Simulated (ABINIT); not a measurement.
A run of ABINIT 10.8.3 (patched build) is set up as follows.

run.abi

```
# Pseudopotentials
pp_dirpath "./"
pseudos "Ni.GGA_PBE-JTH.xml"

# Structure
acell 3*1.0
rprim
    -2.6148432727     2.6148432727     2.6148432727
     2.6148432727    -2.6148432727     2.6148432727
     2.6148432727     2.6148432727    -2.6148432727
ntypat 1
znucl 28
natom 1
typat 1
xcart
     0.0000000000     0.0000000000     0.0000000000 Angstrom

# Plane-wave basis
ecut 816.341587 eV
pawecutdg 52.0

# k points
kptopt 1
ngkpt 13 13 13
nshiftk 1
shiftk 0.0 0.0 0.0

# Exchange and correlation
ixc 11

# Bands and occupations
nband 14
occopt 3
tsmear 0.05 eV

# Spin
nsppol 2
spinat
     0.0000000000     0.0000000000     1.0000000000

# SCF cycle
nstep 100
tolvrs 1.0e-9

# Output
iomode 3
prtwf 0
prtden 0
prteig 0
prtebands 0
enunit 1
```

Potentials or basis: JTH PAW PBE v2.0.

Launch:

```sh
$ abinit run.abi > log 2>&1
```

Question: Predict the band gap on the k mesh.

Answer: None (metal or under the smearing width).

Question: Predict the net moment.

Answer: 0.59 μB per cell.

Question: Predict the site moments.

Answer: Ni +0.61 μB.
